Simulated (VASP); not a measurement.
# W (Fm-3m) in VASP: notebook, part 7 of 8

VASP 6.6.1.

## 107. Equation of state, PBE, 17.23 Å³/atom

Contents of INCAR:

```
  PREC = Accurate
  ENCUT = 400
  EDIFF = 1E-7
  ISMEAR = 0
  SIGMA = 0.4
  LREAL = False
  LASPH = True
  NELM = 100
  ALGO = Normal
  ISIF = 2
  LWAVE = False
  LCHARG = False
  GGA = PE
  ADDGRID = False
```

Contents of KPOINTS:

```
Automatic mesh
0
Gamma
  15 15 15
```

Contents of POSCAR:

```
W
1.0
    0.0000000000      2.0501003171      2.0501003171
    2.0501003171      0.0000000000      2.0501003171
    2.0501003171      2.0501003171      0.0000000000
W
1
Direct
    0.0000000000      0.0000000000      0.0000000000
```

Launch:

```bash
$ cat potpaw_PBE.64/W_sv/POTCAR > POTCAR
$ mpirun -np 1 vasp_std > vasp.out
```

Run time: 16 s. Hardware: 1 thread of Intel Xeon Platinum 8488C (Sapphire Rapids), shared host; peak memory 0.13 GiB.

These settings aren't checked as converged: the numbers below hold their error.

Results:

```
Free energy            : -12.4948 eV
Pressure               : -11.3 GPa
Band gap on the k mesh : none (metal or under the smearing width)
```

## 108. Equation of state, PBE, 16.23 Å³/atom

Edit INCAR of step 107 so:

```diff
@@ -4,3 +4,3 @@
   ISMEAR = 0
-  SIGMA = 0.4
+  SIGMA = 0.2
   LREAL = False
```

KPOINTS is that of step 107.

Contents of POSCAR:

```
W
1.0
    0.0000000000      2.0094935475      2.0094935475
    2.0094935475      0.0000000000      2.0094935475
    2.0094935475      2.0094935475      0.0000000000
W
1
Direct
    0.0000000000      0.0000000000      0.0000000000
```

Potentials or basis: VASP PAW PBE potentials, release 64 (W_sv).

Launch:

```bash
$ cat potpaw_PBE.64/W_sv/POTCAR > POTCAR
$ mpirun -np 1 vasp_std > vasp.out
```

It took 9.2 s on 1 thread of Intel Xeon Platinum 8488C (Sapphire Rapids), shared host; peak memory 0.13 GiB.

These settings aren't checked as converged: the numbers below hold their error.

What came out:

```
Free energy            : -12.4830 eV
Pressure               : 4.3 GPa
Band gap on the k mesh : none (metal or under the smearing width)
```

## 109. Equation of state, PBE, 17.23 Å³/atom

INCAR is that of step 108.

KPOINTS is that of step 108.

Contents of POSCAR:

```
W
1.0
    0.0000000000      2.0501003171      2.0501003171
    2.0501003171      0.0000000000      2.0501003171
    2.0501003171      2.0501003171      0.0000000000
W
1
Direct
    0.0000000000      0.0000000000      0.0000000000
```

Launch:

```bash
$ cat potpaw_PBE.64/W_sv/POTCAR > POTCAR
$ mpirun -np 1 vasp_std > vasp.out
```

Run time: 10 s. Hardware: 1 thread of Intel Xeon Platinum 8488C (Sapphire Rapids), shared host; peak memory 0.13 GiB.

The run converged, but some of its settings lie outside the range that counts as converged, so its numbers aren't taken as properties of the crystal.

Results:

```yaml
Free_energy: -12.4576 eV
Pressure: -11.8 GPa
Band_gap_on_the_k_mesh: none (metal or under the smearing width)
```

## 110. Equation of state, PBE, 16.23 Å³/atom

Edit INCAR of step 109 so:

```diff
@@ -4,3 +4,3 @@
   ISMEAR = 0
-  SIGMA = 0.2
+  SIGMA = 0.1
   LREAL = False
```

KPOINTS is that of step 109.

Contents of POSCAR:

```
W
1.0
    0.0000000000      2.0094935475      2.0094935475
    2.0094935475      0.0000000000      2.0094935475
    2.0094935475      2.0094935475      0.0000000000
W
1
Direct
    0.0000000000      0.0000000000      0.0000000000
```

Launch:

```bash
$ cat potpaw_PBE.64/W_sv/POTCAR > POTCAR
$ mpirun -np 1 vasp_std > vasp.out
```

Run time: 14 s. Hardware: 1 thread of Intel Xeon Platinum 8488C (Sapphire Rapids), shared host; peak memory 0.13 GiB.

These settings aren't checked as converged: the numbers below hold their error.

Results:

```yaml
Free_energy: -12.4741 eV
Pressure: 4.1 GPa
Band_gap_on_the_k_mesh: none (metal or under the smearing width)
```

## 111. Equation of state, PBE, 17.23 Å³/atom

INCAR is that of step 110.

KPOINTS is that of step 110.

Contents of POSCAR:

```
W
1.0
    0.0000000000      2.0501003171      2.0501003171
    2.0501003171      0.0000000000      2.0501003171
    2.0501003171      2.0501003171      0.0000000000
W
1
Direct
    0.0000000000      0.0000000000      0.0000000000
```

Potentials or basis: VASP PAW PBE potentials, release 64 (W_sv).

Launch:

```bash
$ cat potpaw_PBE.64/W_sv/POTCAR > POTCAR
$ mpirun -np 1 vasp_std > vasp.out
```

It took 15 s on 1 thread of Intel Xeon Platinum 8488C (Sapphire Rapids), shared host; peak memory 0.13 GiB.

These settings aren't checked as converged: the numbers below hold their error.

Results:

```
Free energy            : -12.4476 eV
Pressure               : -11.9 GPa
Band gap on the k mesh : none (metal or under the smearing width)
```

## 112. Equation of state, PBE, 16.23 Å³/atom

Edit INCAR of step 111 so:

```diff
@@ -4,3 +4,3 @@
   ISMEAR = 0
-  SIGMA = 0.1
+  SIGMA = 0.05
   LREAL = False
```

KPOINTS is that of step 111.

Contents of POSCAR:

```
W
1.0
    0.0000000000      2.0094935475      2.0094935475
    2.0094935475      0.0000000000      2.0094935475
    2.0094935475      2.0094935475      0.0000000000
W
1
Direct
    0.0000000000      0.0000000000      0.0000000000
```

Launch:

```bash
$ cat potpaw_PBE.64/W_sv/POTCAR > POTCAR
$ mpirun -np 1 vasp_std > vasp.out
```

Wall time 8.8 s (1 thread of Intel Xeon Platinum 8488C (Sapphire Rapids), shared host); peak memory 0.13 GiB.

These settings aren't checked as converged: the numbers below hold their error.

Results:

```yaml
Free_energy: -12.4720 eV
Pressure: 4.1 GPa
Band_gap_on_the_k_mesh: none (metal or under the smearing width)
```

## 113. Equation of state, PBE, 17.23 Å³/atom

INCAR is that of step 112.

KPOINTS is that of step 112.

Contents of POSCAR:

```
W
1.0
    0.0000000000      2.0501003171      2.0501003171
    2.0501003171      0.0000000000      2.0501003171
    2.0501003171      2.0501003171      0.0000000000
W
1
Direct
    0.0000000000      0.0000000000      0.0000000000
```

Launch:

```bash
$ cat potpaw_PBE.64/W_sv/POTCAR > POTCAR
$ mpirun -np 1 vasp_std > vasp.out
```

Wall time 9.2 s (1 thread of Intel Xeon Platinum 8488C (Sapphire Rapids), shared host); peak memory 0.13 GiB.

These settings aren't checked as converged: the numbers below hold their error.

Results:

| Item | Value |
| --- | --- |
| Free energy | -12.4450 eV |
| Pressure | -12.1 GPa |
| Band gap on the k mesh | none (metal or under the smearing width) |

## 114. Equation of state, PBE, 16.23 Å³/atom

Edit INCAR of step 113 so:

```diff
@@ -4,3 +4,3 @@
   ISMEAR = 0
-  SIGMA = 0.05
+  SIGMA = 0.02
   LREAL = False
```

KPOINTS is that of step 113.

Contents of POSCAR:

```
W
1.0
    0.0000000000      2.0094935475      2.0094935475
    2.0094935475      0.0000000000      2.0094935475
    2.0094935475      2.0094935475      0.0000000000
W
1
Direct
    0.0000000000      0.0000000000      0.0000000000
```

Potentials or basis: VASP PAW PBE potentials, release 64 (W_sv).

Launch:

```bash
$ cat potpaw_PBE.64/W_sv/POTCAR > POTCAR
$ mpirun -np 1 vasp_std > vasp.out
```

Run time: 10 s. Hardware: 1 thread of Intel Xeon Platinum 8488C (Sapphire Rapids), shared host; peak memory 0.13 GiB.

The run converged, but some of its settings lie outside the range that counts as converged, so its numbers aren't taken as properties of the crystal.

Results:

```
Free energy            : -12.4715 eV
Pressure               : 4.1 GPa
Band gap on the k mesh : none (metal or under the smearing width)
```

## 115. Equation of state, PBE, 17.23 Å³/atom

INCAR is that of step 114.

KPOINTS is that of step 114.

Contents of POSCAR:

```
W
1.0
    0.0000000000      2.0501003171      2.0501003171
    2.0501003171      0.0000000000      2.0501003171
    2.0501003171      2.0501003171      0.0000000000
W
1
Direct
    0.0000000000      0.0000000000      0.0000000000
```

Launch:

```bash
$ cat potpaw_PBE.64/W_sv/POTCAR > POTCAR
$ mpirun -np 1 vasp_std > vasp.out
```

Run time: 9.1 s. Hardware: 1 thread of Intel Xeon Platinum 8488C (Sapphire Rapids), shared host; peak memory 0.13 GiB.

The run converged, but some of its settings lie outside the range that counts as converged, so its numbers aren't taken as properties of the crystal.

Results:

```
Free energy            : -12.4442 eV
Pressure               : -12.2 GPa
Band gap on the k mesh : none (metal or under the smearing width)
```

## 116. Equation of state, PBE, 16.23 Å³/atom

Edit INCAR of step 115 so:

```diff
@@ -3,4 +3,4 @@
   EDIFF = 1E-7
-  ISMEAR = 0
-  SIGMA = 0.02
+  ISMEAR = -5
+  SIGMA = 0.15
   LREAL = False
```

KPOINTS is that of step 115.

Contents of POSCAR:

```
W
1.0
    0.0000000000      2.0094935475      2.0094935475
    2.0094935475      0.0000000000      2.0094935475
    2.0094935475      2.0094935475      0.0000000000
W
1
Direct
    0.0000000000      0.0000000000      0.0000000000
```

Launch:

```bash
$ cat potpaw_PBE.64/W_sv/POTCAR > POTCAR
$ mpirun -np 1 vasp_std > vasp.out
```

It took 9.2 s on 1 thread of Intel Xeon Platinum 8488C (Sapphire Rapids), shared host; peak memory 0.13 GiB.

These settings aren't checked as converged: the numbers below hold their error.

What came out:

| Quantity | Value |
| --- | --- |
| Free energy | -12.4683 eV |
| Pressure | 4.3 GPa |
| Band gap on the k mesh | none (metal or under the smearing width) |

Caveat: tetrahedron occupations give inexact forces and stress in metals.

## 117. Equation of state, PBE, 17.23 Å³/atom

INCAR is that of step 116.

KPOINTS is that of step 116.

Contents of POSCAR:

```
W
1.0
    0.0000000000      2.0501003171      2.0501003171
    2.0501003171      0.0000000000      2.0501003171
    2.0501003171      2.0501003171      0.0000000000
W
1
Direct
    0.0000000000      0.0000000000      0.0000000000
```

Potentials or basis: VASP PAW PBE potentials, release 64 (W_sv).

Launch:

```bash
$ cat potpaw_PBE.64/W_sv/POTCAR > POTCAR
$ mpirun -np 1 vasp_std > vasp.out
```

Wall time 9.7 s (1 thread of Intel Xeon Platinum 8488C (Sapphire Rapids), shared host); peak memory 0.13 GiB.

The run converged, but some of its settings lie outside the range that counts as converged, so its numbers aren't taken as properties of the crystal.

Results:

- Free energy: -12.4419 eV
- Pressure: -11.6 GPa
- Band gap on the k mesh: none (metal or under the smearing width)

Caveat: tetrahedron occupations give inexact forces and stress in metals.

## 118. Equation of state, PBE, 16.23 Å³/atom

Edit INCAR of step 117 so:

```diff
@@ -3,3 +3,3 @@
   EDIFF = 1E-7
-  ISMEAR = -5
+  ISMEAR = 1
   SIGMA = 0.15
```

KPOINTS is that of step 117.

Contents of POSCAR:

```
W
1.0
    0.0000000000      2.0094935475      2.0094935475
    2.0094935475      0.0000000000      2.0094935475
    2.0094935475      2.0094935475      0.0000000000
W
1
Direct
    0.0000000000      0.0000000000      0.0000000000
```

Launch:

```bash
$ cat potpaw_PBE.64/W_sv/POTCAR > POTCAR
$ mpirun -np 1 vasp_std > vasp.out
```

It took 9.1 s on 1 thread of Intel Xeon Platinum 8488C (Sapphire Rapids), shared host; peak memory 0.13 GiB.

The run converged, but some of its settings lie outside the range that counts as converged, so its numbers aren't taken as properties of the crystal.

Results:

```yaml
Free_energy: -12.4711 eV
Pressure: 4.0 GPa
Band_gap_on_the_k_mesh: none (metal or under the smearing width)
```

## 119. Equation of state, PBE, 17.23 Å³/atom

INCAR is that of step 118.

KPOINTS is that of step 118.

Contents of POSCAR:

```
W
1.0
    0.0000000000      2.0501003171      2.0501003171
    2.0501003171      0.0000000000      2.0501003171
    2.0501003171      2.0501003171      0.0000000000
W
1
Direct
    0.0000000000      0.0000000000      0.0000000000
```

Launch:

```bash
$ cat potpaw_PBE.64/W_sv/POTCAR > POTCAR
$ mpirun -np 1 vasp_std > vasp.out
```

Wall time 9.8 s (1 thread of Intel Xeon Platinum 8488C (Sapphire Rapids), shared host); peak memory 0.13 GiB.

These settings aren't checked as converged: the numbers below hold their error.

Results:

* Free energy: -12.4442 eV
* Pressure: -12.0 GPa
* Band gap on the k mesh: none (metal or under the smearing width)

## 120. Equation of state, PBE, 16.23 Å³/atom

Edit INCAR of step 119 so:

```diff
@@ -3,3 +3,3 @@
   EDIFF = 1E-7
-  ISMEAR = 1
+  ISMEAR = -1
   SIGMA = 0.15
```

KPOINTS is that of step 119.

Contents of POSCAR:

```
W
1.0
    0.0000000000      2.0094935475      2.0094935475
    2.0094935475      0.0000000000      2.0094935475
    2.0094935475      2.0094935475      0.0000000000
W
1
Direct
    0.0000000000      0.0000000000      0.0000000000
```

Potentials or basis: VASP PAW PBE potentials, release 64 (W_sv).

Launch:

```bash
$ cat potpaw_PBE.64/W_sv/POTCAR > POTCAR
$ mpirun -np 1 vasp_std > vasp.out
```

Wall time 9.6 s (1 thread of Intel Xeon Platinum 8488C (Sapphire Rapids), shared host); peak memory 0.13 GiB.

These settings aren't checked as converged: the numbers below hold their error.

Results:

```
Free energy            : -12.5138 eV
Pressure               : 4.7 GPa
Band gap on the k mesh : none (metal or under the smearing width)
```

## 121. Equation of state, PBE, 17.23 Å³/atom

INCAR is that of step 120.

KPOINTS is that of step 120.

Contents of POSCAR:

```
W
1.0
    0.0000000000      2.0501003171      2.0501003171
    2.0501003171      0.0000000000      2.0501003171
    2.0501003171      2.0501003171      0.0000000000
W
1
Direct
    0.0000000000      0.0000000000      0.0000000000
```

Launch:

```bash
$ cat potpaw_PBE.64/W_sv/POTCAR > POTCAR
$ mpirun -np 1 vasp_std > vasp.out
```

Run time: 9.8 s. Hardware: 1 thread of Intel Xeon Platinum 8488C (Sapphire Rapids), shared host; peak memory 0.13 GiB.

The run converged, but some of its settings lie outside the range that counts as converged, so its numbers aren't taken as properties of the crystal.

What came out:

| Quantity | Value |
| --- | --- |
| Free energy | -12.4909 eV |
| Pressure | -11.4 GPa |
| Band gap on the k mesh | none (metal or under the smearing width) |

## 122. Equation of state, PBE, 16.23 Å³/atom

Edit INCAR of step 121 so:

```diff
@@ -1,5 +1,5 @@
   PREC = Accurate
-  ENCUT = 400
+  ENCUT = 500
   EDIFF = 1E-7
-  ISMEAR = -1
+  ISMEAR = 0
   SIGMA = 0.15
```

KPOINTS is that of step 121.

Contents of POSCAR:

```
W
1.0
    0.0000000000      2.0094935475      2.0094935475
    2.0094935475      0.0000000000      2.0094935475
    2.0094935475      2.0094935475      0.0000000000
W
1
Direct
    0.0000000000      0.0000000000      0.0000000000
```

Launch:

```bash
$ cat potpaw_PBE.64/W_sv/POTCAR > POTCAR
$ mpirun -np 1 vasp_std > vasp.out
```

Run time: 11 s. Hardware: 1 thread of Intel Xeon Platinum 8488C (Sapphire Rapids), shared host; peak memory 0.15 GiB.

These settings aren't checked as converged: the numbers below hold their error.

What came out:

```
Free energy            : -12.4777 eV
Pressure               : 4.2 GPa
Band gap on the k mesh : none (metal or under the smearing width)
```

## 123. Equation of state, PBE, 17.23 Å³/atom

INCAR is that of step 122.

KPOINTS is that of step 122.

Contents of POSCAR:

```
W
1.0
    0.0000000000      2.0501003171      2.0501003171
    2.0501003171      0.0000000000      2.0501003171
    2.0501003171      2.0501003171      0.0000000000
W
1
Direct
    0.0000000000      0.0000000000      0.0000000000
```

Potentials or basis: VASP PAW PBE potentials, release 64 (W_sv).

Launch:

```bash
$ cat potpaw_PBE.64/W_sv/POTCAR > POTCAR
$ mpirun -np 1 vasp_std > vasp.out
```

Wall time 11 s (1 thread of Intel Xeon Platinum 8488C (Sapphire Rapids), shared host); peak memory 0.15 GiB.

These settings aren't checked as converged: the numbers below hold their error.

Results:

| Property | Result |
| --- | --- |
| Free energy | -12.4517 eV |
| Pressure | -11.8 GPa |
| Band gap on the k mesh | none (metal or under the smearing width) |

## 124. Equation of state, PBE, 16.23 Å³/atom

Edit INCAR of step 123 so:

```diff
@@ -1,2 +1,2 @@
-  PREC = Accurate
+  PREC = Low
   ENCUT = 500
```

KPOINTS is that of step 123.

Contents of POSCAR:

```
W
1.0
    0.0000000000      2.0094935475      2.0094935475
    2.0094935475      0.0000000000      2.0094935475
    2.0094935475      2.0094935475      0.0000000000
W
1
Direct
    0.0000000000      0.0000000000      0.0000000000
```

Launch:

```bash
$ cat potpaw_PBE.64/W_sv/POTCAR > POTCAR
$ mpirun -np 1 vasp_std > vasp.out
```

Wall time 4.8 s (1 thread of Intel Xeon Platinum 8488C (Sapphire Rapids), shared host); peak memory 0.11 GiB.

The run converged, but some of its settings lie outside the range that counts as converged, so its numbers aren't taken as properties of the crystal.

Results:

```
Free energy            : -12.4783 eV
Pressure               : 4.2 GPa
Band gap on the k mesh : none (metal or under the smearing width)
```

## 125. Equation of state, PBE, 17.23 Å³/atom

INCAR is that of step 124.

KPOINTS is that of step 124.

Contents of POSCAR:

```
W
1.0
    0.0000000000      2.0501003171      2.0501003171
    2.0501003171      0.0000000000      2.0501003171
    2.0501003171      2.0501003171      0.0000000000
W
1
Direct
    0.0000000000      0.0000000000      0.0000000000
```

Launch:

```bash
$ cat potpaw_PBE.64/W_sv/POTCAR > POTCAR
$ mpirun -np 1 vasp_std > vasp.out
```

Wall time 5.2 s (1 thread of Intel Xeon Platinum 8488C (Sapphire Rapids), shared host); peak memory 0.12 GiB.

These settings aren't checked as converged: the numbers below hold their error.

Results:

```
Free energy            : -12.4523 eV
Pressure               : -11.8 GPa
Band gap on the k mesh : none (metal or under the smearing width)
```

## 126. Equation of state, PBE, 16.23 Å³/atom

Edit INCAR of step 125 so:

```diff
@@ -1,2 +1,2 @@
-  PREC = Low
+  PREC = Normal
   ENCUT = 500
```

KPOINTS is that of step 125.

Contents of POSCAR:

```
W
1.0
    0.0000000000      2.0094935475      2.0094935475
    2.0094935475      0.0000000000      2.0094935475
    2.0094935475      2.0094935475      0.0000000000
W
1
Direct
    0.0000000000      0.0000000000      0.0000000000
```

Potentials or basis: VASP PAW PBE potentials, release 64 (W_sv).

Launch:

```bash
$ cat potpaw_PBE.64/W_sv/POTCAR > POTCAR
$ mpirun -np 1 vasp_std > vasp.out
```

Wall time 4.8 s (1 thread of Intel Xeon Platinum 8488C (Sapphire Rapids), shared host); peak memory 0.13 GiB.

These settings aren't checked as converged: the numbers below hold their error.

Results:

* Free energy: -12.4777 eV
* Pressure: 4.2 GPa
* Band gap on the k mesh: none (metal or under the smearing width)

## 127. Equation of state, PBE, 17.23 Å³/atom

INCAR is that of step 126.

KPOINTS is that of step 126.

Contents of POSCAR:

```
W
1.0
    0.0000000000      2.0501003171      2.0501003171
    2.0501003171      0.0000000000      2.0501003171
    2.0501003171      2.0501003171      0.0000000000
W
1
Direct
    0.0000000000      0.0000000000      0.0000000000
```

Launch:

```bash
$ cat potpaw_PBE.64/W_sv/POTCAR > POTCAR
$ mpirun -np 1 vasp_std > vasp.out
```

It took 5.1 s on 1 thread of Intel Xeon Platinum 8488C (Sapphire Rapids), shared host; peak memory 0.13 GiB.

These settings aren't checked as converged: the numbers below hold their error.

Results:

```yaml
Free_energy: -12.4517 eV
Pressure: -11.8 GPa
Band_gap_on_the_k_mesh: none (metal or under the smearing width)
```

## 128. Equation of state, PBE, 16.23 Å³/atom

Edit INCAR of step 127 so:

```diff
@@ -1,2 +1,2 @@
-  PREC = Normal
+  PREC = Accurate
   ENCUT = 500
@@ -5,3 +5,3 @@
   SIGMA = 0.15
-  LREAL = False
+  LREAL = Auto
   LASPH = True
```

KPOINTS is that of step 127.

Contents of POSCAR:

```
W
1.0
    0.0000000000      2.0094935475      2.0094935475
    2.0094935475      0.0000000000      2.0094935475
    2.0094935475      2.0094935475      0.0000000000
W
1
Direct
    0.0000000000      0.0000000000      0.0000000000
```

Launch:

```bash
$ cat potpaw_PBE.64/W_sv/POTCAR > POTCAR
$ mpirun -np 1 vasp_std > vasp.out
```

It took 26 s on 1 thread of Intel Xeon Platinum 8488C (Sapphire Rapids), shared host; peak memory 0.14 GiB.

These settings aren't checked as converged: the numbers below hold their error.

What came out:

* Free energy: -12.4783 eV
* Pressure: 4.2 GPa
* Band gap on the k mesh: none (metal or under the smearing width)

## 129. Equation of state, PBE, 17.23 Å³/atom

INCAR is that of step 128.

KPOINTS is that of step 128.

Contents of POSCAR:

```
W
1.0
    0.0000000000      2.0501003171      2.0501003171
    2.0501003171      0.0000000000      2.0501003171
    2.0501003171      2.0501003171      0.0000000000
W
1
Direct
    0.0000000000      0.0000000000      0.0000000000
```

Potentials or basis: VASP PAW PBE potentials, release 64 (W_sv).

Launch:

```bash
$ cat potpaw_PBE.64/W_sv/POTCAR > POTCAR
$ mpirun -np 1 vasp_std > vasp.out
```

Wall time 26 s (1 thread of Intel Xeon Platinum 8488C (Sapphire Rapids), shared host); peak memory 0.16 GiB.

These settings aren't checked as converged: the numbers below hold their error.

What came out:

```yaml
Free_energy: -12.4524 eV
Pressure: -11.9 GPa
Band_gap_on_the_k_mesh: none (metal or under the smearing width)
```

## 130. Equation of state, PBE, 16.23 Å³/atom

Edit INCAR of step 129 so:

```diff
@@ -2,6 +2,6 @@
   ENCUT = 500
-  EDIFF = 1E-7
+  EDIFF = 1E-5
   ISMEAR = 0
   SIGMA = 0.15
-  LREAL = Auto
+  LREAL = False
   LASPH = True
```

KPOINTS is that of step 129.

Contents of POSCAR:

```
W
1.0
    0.0000000000      2.0094935475      2.0094935475
    2.0094935475      0.0000000000      2.0094935475
    2.0094935475      2.0094935475      0.0000000000
W
1
Direct
    0.0000000000      0.0000000000      0.0000000000
```

Launch:

```bash
$ cat potpaw_PBE.64/W_sv/POTCAR > POTCAR
$ mpirun -np 1 vasp_std > vasp.out
```

Run time: 8.8 s. Hardware: 1 thread of Intel Xeon Platinum 8488C (Sapphire Rapids), shared host; peak memory 0.15 GiB.

The run converged, but some of its settings lie outside the range that counts as converged, so its numbers aren't taken as properties of the crystal.

Results:

```yaml
Free_energy: -12.4777 eV
Pressure: 3.5 GPa
Band_gap_on_the_k_mesh: none (metal or under the smearing width)
```

(Continued in part 8 of 8.)
